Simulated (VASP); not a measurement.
Crystal: TiSe.

```xyz
2
Lattice="3.4034 0.0000 0.0000 0.0000 3.4034 0.0000 0.0000 0.0000 3.4034" Properties=species:S:1:pos:R:3 pbc="T T T"
Ti    0.0000    0.0000    0.0000
Se    1.7017    1.7017    1.7017
```

The cell comes from a database or a generator and needn't be the stable form of this composition.

Base run:

- Program: VASP 6.6.1
- Functional: PBEsol
- Potentials or basis: VASP PAW PBE potentials, release 64 (Ti_sv, Se)
- Cutoff: 520 eV
- k mesh: 6 × 6 × 6
- Occupations: gaussian, width 0.05 eV
- Spin: collinear spin, ferromagnetic start
- Starting moments: [1.0, 0.0] μB
- Hubbard terms: Ti d U = 4 eV

Its results: pressure -14.2 GPa; site moments Ti +0.09; Se +0.00 μB.

Q: The run is repeated on the same cell with these changes: further incar settings from ALGO = Normal; EDIFF = 1e-06 to ALGO = Normal; EDIFF = 1e-07; fixed moment from none to 3 μB. What comes out?

A: Pressure -0.6 GPa; site moments Ti +1.92; Se +0.28 μB.

Caveats: the PAW data sets were made with another functional, which shifts forces and pressure a little; the moment is held away from its start (some runs); the total moment is fixed, so each spin has its own Fermi level (some runs).
